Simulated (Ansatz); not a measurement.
Ansatz input file:

```yaml
crystal:
  lattice:
    - [2.03537005, -3.8000515, 0.0]
    - [2.03537005, 3.8000515, 0.0]
    - [0.0, 0.0, 5.934327]
  atoms:
    - { symbol: Ba, position: [0.0, 0.0, 0.0] }
basis:
  ecutwfc: 500
kpoints:
  mp_grid: { grid: [12, 12, 8] }
hamiltonian:
  xc: r2scan
scf:
  occupations: { method: gaussian, width: 0.1 }
output:
  forces: true
  stress: true
  eigenvalues: true
```

Command:
```bash
ansatz run input.yaml --threads 1 --pin off --max-ram 1331MiB --backend cpu --events-out ev --progress --plain --runs-dir out
```

The calculation used Ansatz, DFT r2SCAN, scalar-relativistic, plane waves, PAW.

Part of what the program printed, abridged (final results; tables in files aren't shown):

```
SCF 1 converged in 8 iterations: F = -5963.849175 eV  dr2 = 5.84e-9
SCF converged after 8 iterations
Free energy (F): -5963.849175 eV
Harris-Foulkes:  -5963.849175 eV  (|F-HF|=1.26e-8)
Internal energy: -5963.836489 eV  (E = F + TS)
E sigma→0 (E₀):  -5963.842832 eV
Entropy (-TS):   -0.012686 eV (-12.686 meV/atom)
Fermi energy:    3.400239 eV
--- Per-component energies (eV) ---
  E_band       = -118.530168
  E_kinetic    = 165.908019
  E_local      = -534.832557  (includes V_loc(G=0)·N_el)
  E_nonlocal   = 55.896959
  E_hartree    = 183.298113
  E_xc         = -154.390260
  E_vxc        = -144.144190  (∫ρ·V_xc dr)
  E_paw        = -5251.608021  (= ΣΔE_a)
  E_vpaw       = -35.324930  (= ΣTr[D̂ρ^β])
  E_aug_tail   = -0.000001  (compensation charges beyond the density's cutoff)
  E_vtau       = 7.369816  (kinetic-family band-sum trace: ∫τ·v_τ [+ j·A + Jᵃ·Aᵃ] dr)
  E_ewald      = -428.179157
  E_core_change = 0.070416  (= ΣΔE_core)
  E_smearing   = -0.012686  (= −TS)
--- Forces (eV/Å), atoms counted from 1 ---
  atom   1  Ba     0.00000000     0.00000000     0.00000000
--- Stress (GPa, compression-positive) ---
        1.631115       0.000000       0.000000
        0.000000       0.563571       0.000000
        0.000000       0.000000      -1.791819
  P = ⅓ Tr σ = 0.1343 GPa (1.343 kbar)
--- Band table (eV; the first three rows and the last of 215) ---
  k-point 0: bands = ["-26.9445", "-11.7936", "-11.3889", "-11.3575", "0.9263", "3.4454", "4.9902", "5.8408", "6.2551"]
  k-point 1: bands = ["-26.9445", "-11.7956", "-11.3889", "-11.3574", "0.9952", "3.4086", "4.9942", "5.8447", "6.1442"]
  k-point 2: bands = ["-26.9444", "-11.8004", "-11.3887", "-11.3573", "1.1816", "3.2901", "5.0035", "5.8541", "5.9132"]
  k-point 214: bands = ["-26.8969", "-11.9254", "-11.7307", "-11.4562", "2.9248", "3.2923", "5.4683", "5.9020", "6.5193"]
```

The run converged.